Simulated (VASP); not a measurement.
## GaN in VASP 6.6.1, relaxation

INCAR

```
NELM = 120
EDIFFG = -5E-3
SIGMA = 0.02
EDIFF = 1E-7
IBRION = 2
NSW = 40
LCHARG = .FALSE.
ENCUT = 600
NBANDS = 16
LWAVE = .FALSE.
ISIF = 4
LREAL = .FALSE.
ISMEAR = -1
GGA = 91
LASPH = .TRUE.
PREC = Accurate
```

KPOINTS

```
KPOINTS created by Atomic Simulation Environment
0
Monkhorst-Pack
8 8 8
0 0 0
```

POSCAR

```
Ga N
 1.0000000000000000
     0.0000000000000000    2.2741788659219644    2.2741788659219644
     2.2741788659219644    0.0000000000000000    2.2741788659219644
     2.2741788659219644    2.2741788659219644    0.0000000000000000
 Ga  N
   1   1
Cartesian
  0.0000000000000000  0.0000000000000000  0.0000000000000000
  1.1370894329609822  1.1370894329609822  1.1370894329609822
```

The recommended PBE PAW datasets give the neutral cell 18 valence electrons.

Command

```
mpirun -np 1 vasp_std
```

OSZICAR

```
N       E                     dE             d eps       ncg     rms          rms(c)
DAV:   1     0.889861532586E+02    0.88986E+02   -0.10139E+04  2104   0.221E+03
DAV:   2    -0.738409877001E+01   -0.96370E+02   -0.89980E+02  2144   0.354E+02
DAV:   3    -0.141921063785E+02   -0.68080E+01   -0.67743E+01  2256   0.784E+01
DAV:   4    -0.142753452227E+02   -0.83239E-01   -0.83223E-01  2384   0.951E+00
DAV:   5    -0.142764658717E+02   -0.11206E-02   -0.11206E-02  2328   0.100E+00    0.773E+00
DAV:   6    -0.122562915893E+02    0.20202E+01   -0.51032E+00  2904   0.403E+01    0.266E+00
DAV:   7    -0.122571750659E+02   -0.88348E-03   -0.32400E-01  2064   0.683E+00    0.172E+00
DAV:   8    -0.122496913779E+02    0.74837E-02   -0.65251E-02  2288   0.327E+00    0.821E-01
DAV:   9    -0.122451204124E+02    0.45710E-02   -0.14463E-02  2968   0.264E+00    0.221E-01
DAV:  10    -0.122454543198E+02   -0.33391E-03   -0.13253E-03  2088   0.508E-01    0.101E-01
DAV:  11    -0.122453663452E+02    0.87975E-04   -0.26250E-04  3072   0.290E-01    0.544E-03
DAV:  12    -0.122453705347E+02   -0.41895E-05   -0.27503E-05  2096   0.556E-02    0.529E-03
DAV:  13    -0.122453704785E+02    0.56190E-07   -0.82481E-07  2440   0.133E-02
   1 F= -.12245370E+02 E0= -.12245370E+02  d E =-.122454E+02
```

From OUTCAR

```
k-points           NKPTS =     60   k-points in BZ     NKDIM =     60   number of bands    NBANDS=     16

   NELECT =      18.0000    total number of electrons

   dimension x,y,z NGX =    28 NGY =   28 NGZ =   28
   dimension x,y,z NGXF=    56 NGYF=   56 NGZF=   56

  energy-cutoff  :      600.00
  volume of cell :       23.52
      direct lattice vectors                 reciprocal lattice vectors
     0.000000000  2.274178866  2.274178866    -0.219859575  0.219859575  0.219859575
     2.274178866  0.000000000  2.274178866     0.219859575 -0.219859575  0.219859575
     2.274178866  2.274178866  0.000000000     0.219859575  0.219859575 -0.219859575

 k-points in reciprocal lattice and weights: KPOINTS created by Atomic Simulation Env
   0.06250000  0.06250000  0.06250000       0.004
   0.18750000  0.06250000  0.06250000       0.012
   0.31250000  0.06250000  0.06250000       0.012
   0.43750000  0.06250000  0.06250000       0.012
  -0.43750000  0.06250000  0.06250000       0.012
  -0.31250000  0.06250000  0.06250000       0.012
  -0.18750000  0.06250000  0.06250000       0.012
  -0.06250000  0.06250000  0.06250000       0.012
   ...

 E-fermi :   5.3480

 k-point     1 :       0.0625    0.0625    0.0625
  band No.  band energies     occupation
      1     -10.7108      2.00000
      2      -8.5320      2.00000
      3      -8.5320      2.00000
      4      -8.5215      2.00000
      5      -8.2458      2.00000
      6      -8.2458      2.00000
      7       4.3945      2.00000
      8       4.8844      2.00000
      9       4.8844      2.00000
     10       6.9251      0.00000
     11      14.8322      0.00000
     12      15.1155      0.00000
     13      15.1155      0.00000
     14      22.3938      0.00000
     15      22.8273      0.00000
     16      22.8273      0.00000

 k-point     2 :       0.1875    0.0625    0.0625
  band No.  band energies     occupation
      1     -10.5137      2.00000
      2      -8.5114      2.00000
      3      -8.5031      2.00000
      4      -8.4232      2.00000
      5      -8.2539      2.00000
      6      -8.2382      2.00000
      7       2.9315      2.00000
      8       4.4249      2.00000
      9       4.7953      2.00000
     10       8.0713      0.00000
     11      14.0675      0.00000
     12      15.3542      0.00000
     13      15.3573      0.00000
     14      21.0157      0.00000
     15      21.3516      0.00000
     16      23.2057      0.00000

 k-point     3 :       0.3125    0.0625    0.0625
  band No.  band energies     occupation
      1     -10.1877      2.00000
      2      -8.4736      2.00000
      3      -8.4697      2.00000
      4      -8.2496      2.00000
      5      -8.2381      2.00000
      6      -8.0224      2.00000
      7       0.7549      2.00000
      8       3.9842      2.00000
      9       4.4627      2.00000
     10       9.1536      0.00000
     11      13.4245      0.00000
     12      15.2895      0.00000
     13      15.5357      0.00000
     14      20.8578      0.00000
     15      20.9205      0.00000
     16      22.8453      0.00000

 ...

  Total       -0.0244404     -0.0244404     -0.0244404      0.0000000      0.0000000      0.0000000
  in kB       -1.6646176     -1.6646176     -1.6646176      0.0000000      0.0000000      0.0000000
  external PRESSURE =      -1.6646176 kB  Pullay stress =       0.0000000 kB

 POSITION                                       TOTAL-FORCE (eV/Angst)
 -----------------------------------------------------------------------------------
      0.00000      0.00000      0.00000        -0.000000     -0.000000     -0.000000
      1.13709      1.13709      1.13709         0.000000      0.000000      0.000000
 -----------------------------------------------------------------------------------
    total drift:                                0.000001      0.000001      0.000001

  FREE ENERGIE OF THE ION-ELECTRON SYSTEM (eV)
  ---------------------------------------------------
  free  energy   TOTEN  =       -12.2453704785 eV

  energy  without entropy=      -12.2453704785  energy(sigma->0) =      -12.24537048
```

It converged. Results: relaxed cell vector lengths 3.216, 3.216, 3.216 Å; relaxed cell volume 23.52 Å³.

The shifted mesh misses Γ, so a band edge there is missed.

For comparison, a separate PBEsol relaxation on usual settings, not on those above, ends at 22.71 Å³.

The run above took about 13 s on one core of a shared host (Intel Xeon 6975P-C) and held 0.17 GiB at most.
